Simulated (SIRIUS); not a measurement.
## MoS2 under changes of volume

One of the cells (17.373 Å³/atom); the others are scaled copies at fixed shape and fractional positions:

```
CELL_PARAMETERS angstrom
1.56940 0.90609 6.10872
-1.56940 0.90609 6.10872
0.00000 -1.81218 6.10872
ATOMIC_POSITIONS crystal
Mo 0.00000 0.00000 0.00000
S 0.41700 0.41700 0.41700
S 0.25000 0.25000 0.25000
```

Measurements of this composition are mostly on another form, of space group No. 194.

```yaml
Program: SIRIUS 7.12.0
Functional: PBEsol
Potentials_or_basis: all-electron FP-LAPW
Cutoff: 203 eV
Basis: apw+lo standard
k_mesh: 10 × 10 × 10
Occupations: fermi-dirac, width 0.05 eV
Spin: no spin polarisation
```

```csv
volume (Å³/atom),energy over the lowest point (meV/atom),gap on the mesh (eV)
16.664,37.03,0.85
17.019,16.39,0.87
17.373,?,?
17.728,0.00,0.91
18.083,2.63,0.93
```

What does the run at 17.373 Å³/atom give?

Energy over the lowest point 4.38 meV/atom; gap on the mesh 0.89 eV.

Worked out: A Birch-Murnaghan fit of order 2 (a polynomial in V^(-2/3)) to the other rows has its minimum at 17.77 Å³/atom with B0 = V·E''(V) = 156 GPa at fixed shape and positions, which overstates the stiffness. It gives 4.35 meV/atom at 17.373 Å³/atom, against the run's 4.38. A straight line through the other rows of the gap, of slope 0.979 eV per unit of ln V, gives 0.89 eV, against the run's 0.89.

Energies are extrapolated to zero smearing.

A mesh can miss the band edges. Spin-orbit coupling on Mo is left out.
